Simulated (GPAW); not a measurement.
# HgTe (Coloradoite) (F-43m) in GPAW: further runs

One crystal, HgTe (Coloradoite), is run at these levels: BEEF-vdW, AM05+D4, PBEsol+D4, revTPSS, C09-vdW; tasks: equation of state, band structure.

Program: GPAW 26.7.0. These are calculated values, not measurements. Logs are shortened: lines on timing, memory, paths and dates and some standing lists are left out, and cuts for length are marked. The log counts tension as positive stress, the text compression.

**The experiment to reproduce.**

A printed reference work, monograph reports, for a bulk crystal of HgTe: bulk modulus 43 GPa.

How close the calculation comes is told below.

## Step 1: Starting point

It takes space group F-43m (No. 216, cubic). The conventional cell has a = 6.429 Å, b = 6.429 Å, c = 6.429 Å, α = 90.00°, β = 90.00°, γ = 90.00°. Hg (site symmetry -43m) has 4 Te at 2.78 Å as nearest neighbours. Around Te (site symmetry -43m) lie 4 Hg at 2.78 Å.

## Step 2: Equation of state, BEEF-vdW

run.py reads:

```python
from ase.eos import EquationOfState
from ase.io import Trajectory
from ase.spacegroup import crystal
from ase.units import GPa
from gpaw import GPAW, PW

# Hg 4a
# Te 4c
atoms = crystal(['Hg', 'Te'],
                basis=[[0.0, 0.0, 0.0],
                       [0.25, 0.25, 0.25]],
                spacegroup=216, setting=1,  # F-43m
                cellpar=[6.429, 6.429, 6.429, 90.0, 90.0, 90.0],
                primitive_cell=True)

traj = Trajectory('eos.traj', 'w')
volumes, energies = [], []
for x in [0.94, 0.96, 0.98, 1.0, 1.02, 1.04, 1.06]:
    a = atoms.copy()
    a.set_cell(atoms.cell * x**(1 / 3), scale_atoms=True)
    calc = GPAW(mode=PW(600),
                xc={'name': 'BEEF-vdW', 'backend': 'libvdwxc'},
                kpts={'size': (6, 6, 6), 'gamma': True},
                occupations={'name': 'fermi-dirac', 'width': 0.05},
                nbands=18,
                convergence={'density': 1e-05, 'energy': 1e-05},
                maxiter=150,
                txt=f'eos-{x:.2f}.txt')
    a.calc = calc
    energies.append(a.get_potential_energy(force_consistent=True))
    volumes.append(a.get_volume())
    calc.write(f'eos-{x:.2f}.gpw')
    traj.write(a)
    print(f'{x:.2f} {volumes[-1]:10.4f} A^3 {energies[-1]:14.6f} eV', flush=True)

v0, e0, B = EquationOfState(volumes, energies, eos='birchmurnaghan').fit()
print(f'V0 = {v0:.4f} A^3, E0 = {e0:.6f} eV, B0 = {B / GPa:.2f} GPa')
```

Potentials or basis: GPAW PAW data sets (gpaw-data 1.2.1), pw.

Command:

```sh
$ OMP_NUM_THREADS=1 python run.py
```

Output:

```text
__  _  _
 | _ |_)|_||  |
 |__||  | ||/\| - 26.7.0

Input parameters:
  mode=PW(ecut=600.0),
  convergence={'density': 1e-05, 'energy': 1e-05},
  kpts=MonkhorstPack(size=(6, 6, 6), gamma=True),
  maxiter=150,
  nbands=18,
  occupations=Occupations(name='fermi-dirac', width=0.05),
  xc=XC(name='BEEF-vdW', backend='libvdwxc')

Diagonalizing LCAO Hamiltonian
Converting LCAO to pw mode

            Te

       Hg

Atoms  # Å, Bohr magnetons
|   | symbol |        x |        y |        z |    initial magnetic moments |
|---|--------|----------|----------|----------|-----------------------------|
| 0 |     Hg | 0.000000 | 0.000000 | 0.000000 | ( 0.0000,  0.0000,  0.0000) |
| 1 |     Te | 1.585528 | 1.585528 | 1.585528 | ( 0.0000,  0.0000,  0.0000) |

Unit cell  # Å
| periodic |        x |        y |        z |  lengths |    angles |
|----------|----------|----------|----------|----------|-----------|
|      yes | 0.000000 | 3.171055 | 3.171055 | 4.484550 | 60.000000 |
|      yes | 3.171055 | 0.000000 | 3.171055 | 4.484550 | 60.000000 |
|      yes | 3.171055 | 3.171055 | 0.000000 | 4.484550 | 60.000000 |

Number of symmetries: 24
Symmetry operations  # r_c * U_cc + t_c -> r_c
|    | kind |            matrix            |
|----|------|------------------------------|
|  0 |  E   |  1, 0, 0,  0, 1, 0,  0, 0, 1 |
|  1 |  σ   |  1, 0, 0,  0, 0, 1,  0, 1, 0 |
|  2 |  σ   |  1, 0,-1,  0, 1,-1,  0, 0,-1 |
|  3 |  C3  |  1, 0,-1,  0, 0,-1,  0, 1,-1 |
|  4 |  C3  |  1,-1, 0,  0,-1, 1,  0,-1, 0 |
|  5 |  σ   |  1,-1, 0,  0,-1, 0,  0,-1, 1 |
|  6 |  σ   |  0, 1, 0,  1, 0, 0,  0, 0, 1 |
|  7 |  C3  |  0, 1, 0,  0, 0, 1,  1, 0, 0 |
|  8 |  C2  |  0, 1,-1,  1, 0,-1,  0, 0,-1 |
|  9 |  S4  |  0, 1,-1,  0, 0,-1,  1, 0,-1 |
| 10 |  C3  |  0, 0, 1,  1, 0, 0,  0, 1, 0 |
| 11 |  σ   |  0, 0, 1,  0, 1, 0,  1, 0, 0 |
| 12 |  S4  |  0, 0,-1,  1, 0,-1,  0, 1,-1 |
| 13 |  C3  |  0, 0,-1,  0, 1,-1,  1, 0,-1 |
| 14 |  S4  |  0,-1, 1,  1,-1, 0,  0,-1, 0 |
| 15 |  C2  |  0,-1, 1,  0,-1, 0,  1,-1, 0 |
| 16 |  C3  |  0,-1, 0,  1,-1, 0,  0,-1, 1 |
| 17 |  S4  |  0,-1, 0,  0,-1, 1,  1,-1, 0 |
| 18 |  S4  | -1, 1, 0, -1, 0, 1, -1, 0, 0 |
| 19 |  C3  | -1, 1, 0, -1, 0, 0, -1, 0, 1 |
| 20 |  C3  | -1, 0, 1, -1, 1, 0, -1, 0, 0 |
| 21 |  S4  | -1, 0, 1, -1, 0, 0, -1, 1, 0 |
| 22 |  σ   | -1, 0, 0, -1, 1, 0, -1, 0, 1 |
| 23 |  C2  | -1, 0, 0, -1, 0, 1, -1, 1, 0 |

BZ-sampling:
  Number of BZ points: 216
  Number of IBZ points: 16

  Monkhorst-Pack size: [6, 6, 6]
  Monkhorst-Pack shift: [0.08333333333333333, 0.08333333333333333, 0.08333333333333333]

K-points  # in reciprocal-cell coordinates
|     |                                coordinates |     weight |
|-----|--------------------------------------------|------------|
|   0 | (  0.00000000,   0.00000000,   0.00000000) | 0.00462963 |
|   1 | (  0.16666667,   0.16666667,   0.00000000) | 0.02777778 |
|   2 | (  0.16666667,   0.16666667,   0.16666667) | 0.03703704 |
|   3 | (  0.33333333,   0.16666667,   0.16666667) | 0.05555556 |
|   4 | (  0.33333333,   0.33333333,  -0.33333333) | 0.05555556 |
|   5 | (  0.33333333,   0.33333333,   0.00000000) | 0.02777778 |
|   6 | (  0.33333333,   0.33333333,   0.16666667) | 0.11111111 |
|   7 | (  0.33333333,   0.33333333,   0.33333333) | 0.03703704 |
|   8 | (  0.50000000,   0.33333333,  -0.33333333) | 0.11111111 |
|   9 | (  0.50000000,   0.33333333,  -0.16666667) | 0.05555556 |
| ... |                                            |            |
|  15 | (  0.50000000,   0.50000000,   0.50000000) | 0.01851852 |

Plane wave coefficients: 2158
Cutoff: 600.0 eV

Spin-components: 1 (collinear spins)
Bands:           18
Projectors:      11
Spin-degeneracy: 2
Datatype:        complex128

Parallelization:
  kpt:    1
  domain: 1
  band:   1

Density:
  Valence electrons: 24.0
  Components: 1
  Grid points: [27 27 27]
  Charge: 0.0  # |e|

Potential:
  Grid points: [27 27 27]

species:
  Hg:
    name:    Mercury
    Z:       80.0
    valence: 18
    core:    62
    charge:  0.0  # [|e|]
    compensation charges:
      type: gauss
      rc: 0.41  # [Å]
      lmax: 2
    cutoffs:
      filter: 2.17  # [Å]
      core: 2.06  # [Å]
    projectors
    | kind |    occ | energy [eV] | rcut [Å] |
    |------|--------|-------------|----------|
    |   6s |  2.000 |      -6.783 |    1.307 |
    |   5p |  6.000 |     -66.572 |    1.291 |
    |   6p |  0.000 |      -1.056 |    1.291 |
    |   5d | 10.000 |      -9.891 |    1.302 |
    |    s |        |      20.429 |    1.307 |
    |    d |        |      17.320 |    1.302 |

    Using partial waves for Hg as LCAO basis

  Te:
    name:    Tellurium
    Z:       52.0
    valence: 6
    core:    46
    charge:  0.0  # [|e|]
    compensation charges:
      type: gauss
      rc: 0.36  # [Å]
      lmax: 2
    cutoffs:
      filter: 2.09  # [Å]
      core: 3.17  # [Å]
    projectors
    | kind |    occ | energy [eV] | rcut [Å] |
    |------|--------|-------------|----------|
    |   5s |  2.000 |     -15.089 |    1.180 |
    |   5p |  4.000 |      -5.955 |    1.196 |
    |    s |        |      12.123 |    1.180 |
    |    p |        |      21.256 |    1.196 |
    |    d |        |       0.000 |    1.238 |

    Using partial waves for Te as LCAO basis

Reference energy: -717946.462161  # eV

eigensolver:
  PPCG
  Converge bands: occupied
  niter=2

density mixing:
  MSR1-Mixer
  Pratt-step length: 0.05
  Maximum mixing coefficient: 0.75
  Old densities: 10
  SVD Regularization: 0.005
  Good broyden scale: 1.0
  Trust region scale: 1.0
  Backstep threshold: 4.0
  History deletion threshold: 6.0
  Fourier metric: weight=20.0, sigma=0.015

occupation numbers:
  Fermi-Dirac:
    width: 0.0500  # eV

poisson solver:
  ecut: 4800.0  # eV

xc functional:
  name: vdW-BEEF with libvdwxc
  Mode: serial
  Semilocal: BEEVDW with 2 nearest neighbor stencil
  Corresponding non-local functional: vdW-DF2
  Local blocksize: 54 x 54 x 54
  PAW datasets: PBE

convergence criteria:
- Maximum integral of absolute [dens]ity change: 1e-05 electrons / valence electron
- Maximum [total energy] change in last 3 cyles: 1e-05 eV / valence electron
- Maximum integral of absolute [eigenst]ate change: 4e-08 eV^2 / valence electron
maximum number of iterations: 150

SCF iterations
|iter     | |      energy | eigst |  dens |
|---------|-|-------------|-------|-------|
|iter:   1| | -511.017388 | +0.01 |       |
|iter:   2| | -511.013588 | -1.90 | -1.42 |
|iter:   3| | -511.056599 | -1.80 | -1.46 |
|iter:   4| | -511.061985 | -2.65 | -1.98 |
|iter:   5| | -511.063294 | -3.72 | -2.41 |
|iter:   6| | -511.063663 | -4.18 | -2.75 |
|iter:   7| | -511.063699 | -5.58 | -3.36 |
|iter:   8| | -511.063699c| -6.98 | -4.33 |
|iter:   9| | -511.063699c| -7.95c| -4.77 |
|iter:  10| | -511.063699c| -8.46c| -5.66c|

Converged in 10 steps
Energy contributions relative to reference atoms: (reference = -717946.462161)

Energy contributions:
  Kinetic:          83.349848
  Coulomb:         -74.318054
  Zero:             -1.983236
  External:          0.000000
  Xc:             -518.111786
  Entropy:          -0.000942
  Spinorbit:         0.000000
  ----------------------------
  Free energy:    -511.064170
  Extrapolated:   -511.063699

dipole moment: (-26.373383, -26.373383, -26.373383)  # |e|*Ang

Fermi level: 5.076
Eigenvalues  # (at kpt = [0.000, 0.000, 0.000])
| band index |      eig [eV] | occ [0-2] |
|------------|---------------|-----------|
|          0 |       -59.072 |     2.000 |
|        ... |               |           |
|          5 |        -2.900 |     2.000 |
|          6 |        -2.900 |     2.000 |
|          7 |        -2.364 |     2.000 |
|          8 |        -2.364 |     2.000 |
|          9 |         4.778 |     1.995 |
|         10 |         5.040 |     1.345 |
|         11 |         5.040 |     1.345 |
|         12 |         5.040 |     1.345 |
|         13 |         9.338 |     0.000 |
|         14 |         9.338 |     0.000 |
|         15 |         9.338 |     0.000 |
|         16 |        11.723 |     0.000 |
|         17 |        14.915 |     0.000 |

No gap
No difference between direct/indirect transitions
# Writing to eos-0.96.gpw (mode='')
```

Run time: 2.3 min. Hardware: 1 thread of AMD EPYC 7R43 (Zen 3), shared host; peak memory 0.33 GiB.

What came out:

```yaml
Equilibrium_volume: "38.65 Å³/atom (rough: see the caveat)"
Bulk_modulus: 28 GPa (rough)
```

Energy against volume, from the lowest point:
```
volume (Å³/atom)  energy (meV/atom)
          31.223             165.52
          31.887             124.35
          32.551              89.43
          33.215              60.08
          33.880              35.76
          34.544              15.91
          35.208               0.00
```

Caveat: the minimum lies outside the volumes run; the PAW data sets were made with another functional, which shifts forces and pressure a little.

## Step 3: Equation of state, AM05+D4

run.py reads:

```python
from ase import Atoms
from ase.calculators.mixing import SumCalculator
from ase.eos import EquationOfState
from ase.io import Trajectory
from ase.units import GPa
from dftd4.ase import DFTD4
from gpaw import GPAW, PW, setup_paths

setup_paths.insert(0, '.')

atoms = Atoms(['Hg', 'Te'],
              cell=[[0.0, 3.2145, 3.2145],
                    [3.2145, 0.0, 3.2145],
                    [3.2145, 3.2145, 0.0]],
              scaled_positions=[[0.0, 0.0, 0.0],
                                [0.75, 0.75, 0.75]],
              pbc=True)

traj = Trajectory('eos.traj', 'w')
volumes, energies = [], []
for x in [0.94, 0.96, 0.98, 1.0, 1.02, 1.04, 1.06]:
    a = atoms.copy()
    a.set_cell(atoms.cell * x**(1 / 3), scale_atoms=True)
    calc = GPAW(mode=PW(600),
                xc='AM05',
                kpts={'size': (6, 6, 6), 'gamma': True},
                occupations={'name': 'fermi-dirac', 'width': 0.05},
                nbands=18,
                convergence={'density': 1e-05, 'energy': 1e-05},
                maxiter=150,
                txt=f'eos-{x:.2f}.txt')
    a.calc = SumCalculator([calc, DFTD4(method='am05')])
    energies.append(a.get_potential_energy())
    volumes.append(a.get_volume())
    p = -a.get_stress()[:3].mean() / GPa
    calc.write(f'eos-{x:.2f}.gpw')
    traj.write(a)
    print(f'{x:.2f} {volumes[-1]:10.4f} A^3 {energies[-1]:14.6f} eV {p:9.3f} GPa', flush=True)

v0, e0, B = EquationOfState(volumes, energies, eos='birchmurnaghan').fit()
print(f'V0 = {v0:.4f} A^3, E0 = {e0:.6f} eV, B0 = {B / GPa:.2f} GPa')
```

Potentials or basis: PAW data sets generated in the run's folder for this functional, pw.

Command:

```sh
$ gpaw-setup -f AM05 Hg Te
$ OMP_NUM_THREADS=1 python run.py
```

It took 90 s on 1 thread of Arm Neoverse V2, shared host; peak memory 0.27 GiB.

It converged, with:

```yaml
Equilibrium_volume: 34.12 Å³/atom
Bulk_modulus: 42 GPa
Pressure_derivative_of_the_bulk_modulus: 5.2
```

Energy against volume, from the lowest point:
```
volume (Å³/atom)  energy (meV/atom)
          31.223              38.85
          31.887              21.98
          32.551              10.27
          33.215               3.12
          33.880               0.00
          34.544               0.44
          35.208               4.09
```

Spin-orbit coupling is left out, which matters for the levels of Hg, Te.

## Step 4: Equation of state, PBEsol+D4

run.py, as its differences from that of step 3:

```diff
@@ -1,5 +1,4 @@
-from ase import Atoms
 from ase.calculators.mixing import SumCalculator
 from ase.eos import EquationOfState
-from ase.io import Trajectory
+from ase.io import Trajectory, read
 from ase.units import GPa
@@ -10,9 +9,3 @@
 
-atoms = Atoms(['Hg', 'Te'],
-              cell=[[0.0, 3.2145, 3.2145],
-                    [3.2145, 0.0, 3.2145],
-                    [3.2145, 3.2145, 0.0]],
-              scaled_positions=[[0.0, 0.0, 0.0],
-                                [0.75, 0.75, 0.75]],
-              pbc=True)
+atoms = read('POSCAR')
 
@@ -24,3 +17,3 @@
     calc = GPAW(mode=PW(600),
-                xc='AM05',
+                xc='PBEsol',
                 kpts={'size': (6, 6, 6), 'gamma': True},
@@ -31,3 +24,3 @@
                 txt=f'eos-{x:.2f}.txt')
-    a.calc = SumCalculator([calc, DFTD4(method='am05')])
+    a.calc = SumCalculator([calc, DFTD4(method='pbesol')])
     energies.append(a.get_potential_energy())
```

POSCAR reads:

```
HgTe
1.0
    0.0000000000      3.2145000000      3.2145000000
    3.2145000000      0.0000000000      3.2145000000
    3.2145000000      3.2145000000      0.0000000000
Hg Te
1 1
Direct
    0.0000000000      0.0000000000      0.0000000000
    0.7500000000      0.7500000000      0.7500000000
```

Command:

```sh
$ gpaw-setup -f PBEsol Hg Te
$ OMP_NUM_THREADS=1 python run.py
```

Wall time 87 s (1 thread of Arm Neoverse V2, shared host); peak memory 0.26 GiB.

It converged, with:

```yaml
Equilibrium_volume: 33.74 Å³/atom
Bulk_modulus: 45 GPa
Pressure_derivative_of_the_bulk_modulus: 5.1
```

Energy against volume, from the lowest point:
```csv
volume (Å³/atom),energy (meV/atom)
31.223,31.01
31.887,16.03
32.551,6.25
33.215,1.09
33.880,0.00
34.544,2.50
35.208,8.25
```

Spin-orbit coupling is left out, which matters for the levels of Hg, Te.

[end of part 1 of 2]
